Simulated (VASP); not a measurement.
# Cu in VASP: reference runs

How does Cu come out in PBE? The cell is run as given.

Program: VASP 6.6.1. These are calculated values, not measurements. Logs are shortened: lines on timing, memory, paths and dates and some standing lists are left out, and cuts for length are marked.

## Step 1: The cell of the first run

The cell holds a slab with vacuum, 6 atoms: a = 2.534 Å, b = 2.534 Å, c = 25.281 Å, α = 90.00°, β = 90.00°, γ = 120.00°.

The slab is cut from a database's or a generator's crystal, which needn't be the stable form of the element.

## Step 2: Single point, PBE (the (0 0 1) slab of Cu, cut from the database cell, not relaxed)

File INCAR:

```
PREC = Accurate ; ENCUT = 520
EDIFF = 1E-7 ; ISMEAR = -1
SIGMA = 0.05 ; LREAL = F
LASPH = T ; NELM = 60
ALGO = Normal ; ISIF = 2
LWAVE = F ; LCHARG = F
LDIPOL = T ; IDIPOL = 3
DIPOL = 0.5 0.5 0.500 ; GGA = PE
NBANDS = 42
```

File KPOINTS:

```
regular mesh
0
Gamma
  12 12 1
```

File POSCAR:

```
Cu
1.0
    2.5340966698      0.0000000000      0.0000000000
   -1.2670483349      2.1945920917      0.0000000000
    0.0000000000      0.0000000000     25.2814275000
Cu
6
Direct
    0.6666666700      0.3333333400      0.2966604635
    0.3333333300      0.6666666600      0.3779962781
    0.6666666700      0.3333333400      0.4593320927
    0.3333333300      0.6666666600      0.5406679073
    0.6666666700      0.3333333400      0.6220037219
    0.3333333300      0.6666666600      0.7033395365
```

Potentials or basis: VASP PAW PBE potentials, release 64 (Cu).

Started as:

```sh
$ cat potpaw_PBE.64/Cu/POTCAR > POTCAR
$ mpirun -np 1 vasp_std > vasp.out
```

OUTCAR:

```text
PREC = Accurate
   ENCUT = 520
   EDIFF = 1E-7
   ISMEAR = -1
   LREAL = F
   LASPH = T
   NELM = 60
   ISIF = 2
   GGA = PE

 ion  position               nearest neighbor table
   1  0.667  0.333  0.297-   2 2.52   2 2.52   2 2.52
   2  0.333  0.667  0.378-   1 2.52   3 2.52   1 2.52   3 2.52   1 2.52   3 2.52
   3  0.667  0.333  0.459-   4 2.52   4 2.52   2 2.52   2 2.52   4 2.52   2 2.52
   4  0.333  0.667  0.541-   3 2.52   3 2.52   5 2.52   5 2.52   3 2.52   5 2.52
   5  0.667  0.333  0.622-   4 2.52   6 2.52   4 2.52   6 2.52   4 2.52   6 2.52
   6  0.333  0.667  0.703-   5 2.52   5 2.52   5 2.52

  LATTYP: Found a hexagonal cell.
 ALAT       =     2.5340966698
 C/A-ratio  =     9.9765047645

  Lattice vectors:

 A1 = (   2.5340966698,   0.0000000000,   0.0000000000)
 A2 = (  -1.2670483349,   2.1945920917,   0.0000000000)
 A3 = (   0.0000000000,   0.0000000000,  25.2814275000)

Analysis of symmetry for initial positions (statically):
=====================================================================
 Subroutine PRICEL returns:
 Original cell was already a primitive cell.

 Routine SETGRP: Setting up the symmetry group for a
 hexagonal supercell.

 Subroutine GETGRP returns: Found 12 space group operations
 (whereof 12 operations were pure point group operations)
 out of a pool of 24 trial point group operations.

The static configuration has the point symmetry D_3d.

Analysis of symmetry for dynamics (positions and initial velocities):
=====================================================================
 Subroutine PRICEL returns:
 Original cell was already a primitive cell.

 Routine SETGRP: Setting up the symmetry group for a
 hexagonal supercell.

 Subroutine GETGRP returns: Found 12 space group operations
 (whereof 12 operations were pure point group operations)
 out of a pool of 24 trial point group operations.

The dynamic configuration has the point symmetry D_3d.

 Subroutine INISYM returns: Found 12 space group operations
 (whereof 12 operations are pure point group operations),
 and found     1 'primitive' translations

----------------------------------------------------------------------------------------

                                     Primitive cell

  volume of cell :     140.5978

  direct lattice vectors                    reciprocal lattice vectors
     2.534096670  0.000000000  0.000000000     0.394617937  0.227832772  0.000000000
    -1.267048335  2.194592092  0.000000000     0.000000000  0.455665544  0.000000000
     0.000000000  0.000000000 25.281427500     0.000000000  0.000000000  0.039554728

  length of vectors
     2.534096670  2.534096670 25.281427500     0.455665544  0.455665544  0.039554728

  position of ions in fractional coordinates (direct lattice)
     0.666666670  0.333333340  0.296660463
     0.333333330  0.666666660  0.377996278
     0.666666670  0.333333340  0.459332093
     0.333333330  0.666666660  0.540667907
     0.666666670  0.333333340  0.622003722
     0.333333330  0.666666660  0.703339537

  ion indices of the primitive-cell ions
   primitive index   ion index
                 1           1
                 2           2
                 3           3
                 4           4
                 5           5
                 6           6

----------------------------------------------------------------------------------------

 KPOINTS: regular mesh

Automatic generation of k-mesh.
 Grid dimensions read from file:
 generate k-points for:   12   12    1

 Generating k-lattice:

  Cartesian coordinates                     Fractional coordinates (reciprocal lattice)
     0.032884828  0.018986064  0.000000000     0.083333333  0.000000000  0.000000000
     0.000000000  0.037972129  0.000000000     0.000000000  0.083333333  0.000000000
     0.000000000  0.000000000  0.039554728     0.000000000  0.000000000  1.000000000

  Length of vectors
     0.037972129  0.037972129  0.039554728

  Shift w.r.t. Gamma in fractional coordinates (k-lattice)
     0.000000000  0.000000000  0.000000000

 Subroutine IBZKPT returns following result:
 ===========================================

 Found     19 irreducible k-points:

 Following reciprocal coordinates:
            Coordinates               Weight
  0.000000  0.000000  0.000000      1.000000
  0.083333  0.000000  0.000000      6.000000
  0.166667 -0.000000  0.000000      6.000000
  0.250000 -0.000000  0.000000      6.000000
  0.333333 -0.000000  0.000000      6.000000
  0.416667  0.000000  0.000000      6.000000
[... 11 lines left out ...]
  0.333333  0.250000  0.000000     12.000000
  0.333333  0.333333  0.000000      2.000000
   k-points           NKPTS =     19   k-points in BZ     NKDIM =     19   number of bands    NBANDS=     42
   number of dos      NEDOS =    301   number of ions     NIONS =      6
   total plane-waves  NPLWV =  76800
   dimension x,y,z NGX =    20 NGY =   20 NGZ =  192
   dimension x,y,z NGXF=    40 NGYF=   40 NGZF=  384
   ions per type =               6
   NGX,Y,Z   is equivalent  to a cutoff of  13.12, 13.12, 12.63 a.u.
   NGXF,Y,Z  is equivalent  to a cutoff of  26.24, 26.24, 25.25 a.u.
 SYSTEM =  unknown system
   PREC   = accura    normal or accurate (medium, high low for compatibility)
   ISTART =      0    job   : 0-new  1-cont  2-samecut
   ICHARG =      2    charge: 1-file 2-atom 10-const
   ISPIN  =      1    spin polarized calculation?
   LNONCOLLINEAR =      F non collinear calculations
   LSORBIT =      F    spin-orbit coupling
   LASPH  =      T    aspherical Exc in radial PAW
   ENCUT  =  520.0 eV  38.22 Ry    6.18 a.u.   4.71  4.71 47.01*2*pi/ulx,y,z
   NELM   =     60;   NELMIN=  2; NELMDL= -5     # of ELM steps
   EDIFF  = 0.1E-06   stopping-criterion for ELM
   LREAL  =      F    real-space projection
   EDIFFG = 0.1E-05   stopping-criterion for IOM
   NSW    =      0    number of steps for IOM
   IBRION =     -1    ionic relax: 0-MD 1-quasi-New 2-CG
   NFREE  =      0    steps in history (QN), initial steepest desc. (CG)
   ISIF   =      2    stress and relaxation
   ISYM   =      2    0-nonsym 1-usesym 2-fastsym
   POTIM  = 0.5000    time-step for ionic-motion
   TEBEG  =    0.0;   TEEND  =   0.0 temperature during run
   PSTRESS=    0.0 pullay stress
   NELECT =      66.0000    total number of electrons
   NUPDOWN=      -1.0000    fix difference up-down
   EMIN   =  10.00;   EMAX   =-10.00  energy-range for DOS
   EFERMI =   0.00;   METHOD = LEGACY
   ISMEAR =    -1;   SIGMA  =   0.05  broadening in eV -4-tet -1-fermi 0-gaus
   EFERMI_NEDOS =   21; number of points for ismear=-14 and -15
   IALGO  =     38    algorithm
   IMIX   =      4    mixing-type and parameters
     AMIX     =   0.40;   BMIX     =  1.00
     AMIX_MAG =   1.60;   BMIX_MAG =  1.00
  volume/ion in A,a.u.               =      23.43       158.13
  Fermi-wavevector in a.u.,A,eV,Ry     =   1.272321  2.404338 22.025113  1.618800
  Thomas-Fermi vector in A             =   2.405206
   LORBIT       =      0    0 simple, 1 ext, 2 COOP (PROOUT), +10 PAW based schemes
   GGA     = PE    functional components
   LHFCALC =     F    Hartree Fock is set to
   AEXX    =    0.0000 exact exchange contribution
   IVDW    =     0    specifies the selected vdW correction
   LEPSILON=     F    determine dielectric tensor
   LRPA    =     F    only Hartree local field effects (RPA)
 non-spin polarized calculation
  energy-cutoff  :      520.00
  volume of cell :      140.60
 maximum number of plane-waves:      3816
 NGX is ok and might be reduce to    20
   NGX =  9   NGY =  9   NGZ = 95

 dipolmoment           0.000000      0.000000      0.000000 electrons x Angstroem

 number of electron      65.9999975 magnetization

 dipolmoment           0.000000      0.000000     -0.000000 electrons x Angstroem

 Free energy of the ion-electron system (eV)
  ---------------------------------------------------
  ext. energy  EPLUGINS =         0.00000000
  ---------------------------------------------------
  free energy    TOTEN  =       -21.34804471 eV

  energy without entropy =      -21.32099762  energy(sigma->0) =      -21.33452117

 E-fermi :   1.5634     XC(G=0):  -7.0359

 val. band max:        1.5484339572   @ k =   0.5000  -0.0000   0.0000
 cond. band min:       1.5673022117   @ k =   0.3333   0.1667   0.0000
 fundamental gap:      0.0188682545
 Fermi energy:         1.5633809922

 k-point     1 :       0.0000    0.0000    0.0000
  band No.  band energies     occupation
      1      -7.7985      2.00000
      2      -7.1645      2.00000
      3      -6.1415      2.00000
      4      -4.9442      2.00000
      5      -4.0218      2.00000
      6      -3.7007      2.00000
[... 34 lines left out ...]
     41       7.1071      0.00000
     42       8.9953      0.00000

 k-point     2 :       0.0833    0.0000    0.0000
  band No.  band energies     occupation
      1      -7.5715      2.00000
      2      -6.9426      2.00000
      3      -5.9289      2.00000
      4      -4.7454      2.00000
      5      -3.8458      2.00000
      6      -3.5571      2.00000
[... 34 lines left out ...]
     41       7.3041      0.00000
     42       9.2060      0.00000

 k-point     3 :       0.1667   -0.0000    0.0000
  band No.  band energies     occupation
      1      -6.9078      2.00000
      2      -6.2988      2.00000
      3      -5.3235      2.00000
      4      -4.1999      2.00000
      5      -3.3794      2.00000
      6      -3.1897      2.00000
[... 34 lines left out ...]
     41       7.9195      0.00000
     42       9.8378      0.00000

 k-point     4 :       0.2500   -0.0000    0.0000
  band No.  band energies     occupation
      1      -5.8744      2.00000
      2      -5.3214      2.00000
      3      -4.4642      2.00000
      4      -3.5402      2.00000
      5      -2.9014      2.00000
      6      -2.8470      2.00000
[... 619 lines left out ...]
     41       9.1778      0.00000
     42       9.8782      0.00000

 k-point    18 :       0.3333    0.2500    0.0000
  band No.  band energies     occupation
      1      -2.8653      2.00000
      2      -2.8386      2.00000
      3      -2.7081      2.00000
      4      -2.6807      2.00000
      5      -2.5816      2.00000
      6      -2.5204      2.00000
[... 34 lines left out ...]
     41       8.5718      0.00000
     42       9.1795      0.00000

 k-point    19 :       0.3333    0.3333    0.0000
  band No.  band energies     occupation
      1      -2.6846      2.00000
      2      -2.5719      2.00000
      3      -2.5719      2.00000
      4      -2.5288      2.00000
      5      -2.4928      2.00000
      6      -2.4928      2.00000
[... 34 lines left out ...]
     41       8.7609      0.00000
     42       8.7609      0.00000

------------------------ aborting loop because EDIFF is reached ----------------------------------------

 vacuum level on the upper side and lower side of the slab       (xc-potential included)        -0.096        -0.096

  FORCE on cell =-STRESS in cart. coord.  units (eV):
  Direction    XX          YY          ZZ          XY          YZ          ZX
  --------------------------------------------------------------------------------------
  -------------------------------------------------------------------------------------
  Total        1.9211675      1.9211675      2.2501541      0.0000000      0.0000000      0.0000000
  in kB       21.8925949     21.8925949     25.6415496      0.0000000      0.0000000      0.0000000
  external PRESSURE =      23.1422465 kB  Pullay stress =       0.0000000 kB

 VOLUME and BASIS-vectors are now :
 -----------------------------------------------------------------------------
  energy-cutoff  :      520.00
  volume of cell :      140.60
      direct lattice vectors                 reciprocal lattice vectors
     2.534096670  0.000000000  0.000000000     0.394617937  0.227832772  0.000000000
    -1.267048335  2.194592092  0.000000000     0.000000000  0.455665544  0.000000000
     0.000000000  0.000000000 25.281427500     0.000000000  0.000000000  0.039554728

 POSITION                                       TOTAL-FORCE (eV/Angst)
 -----------------------------------------------------------------------------------
      1.26705      0.73153      7.50000        -0.000000     -0.000000     -0.190643
      0.00000      1.46306      9.55629         0.000000     -0.000000     -0.051826
      1.26705      0.73153     11.61257        -0.000000      0.000000     -0.007620
      0.00000      1.46306     13.66886        -0.000000     -0.000000      0.007620
      1.26705      0.73153     15.72514         0.000000      0.000000      0.051826
      0.00000      1.46306     17.78143         0.000000      0.000000      0.190643
 -----------------------------------------------------------------------------------
    total drift:                               -0.000000     -0.000000      0.000000

  FREE ENERGIE OF THE ION-ELECTRON SYSTEM (eV)
  ---------------------------------------------------
  free  energy   TOTEN  =       -21.3480447135 eV

  energy  without entropy=      -21.3209976205  energy(sigma->0) =      -21.33452117

 vacuum level on the upper side and lower side of the slab         6.154         6.154
```

Wall time 1.8 min (1 thread of Intel Xeon 6975P-C (Granite Rapids), shared host); peak memory 0.3 GiB.

Results:

* Free energy: -21.3480 eV
* Largest force: 0.191 eV/Å
* Band gap on the k mesh: none (metal or under the smearing width)

Forces on the atoms (eV/Å):
```
Cu   0.000  0.000 -0.191
Cu   0.000  0.000 -0.052
Cu   0.000  0.000 -0.008
Cu   0.000  0.000  0.008
Cu   0.000  0.000  0.052
Cu   0.000  0.000  0.191
```

Levels at points of the mesh, in eV from the Fermi level:
```
           k point  band 29  band 30  band 31  band 32  band 33  band 34  band 35  band 36  band 37  band 38
(0.00, 0.00, 0.00)    -2.00    -1.83    -1.83    -1.74    -1.74    -1.73    -1.73    -0.96    -0.45     4.20
(0.50, 0.00, 0.00)    -1.45    -1.45    -0.04    -0.01     0.40     1.04     1.46     1.61     4.95     5.02
```
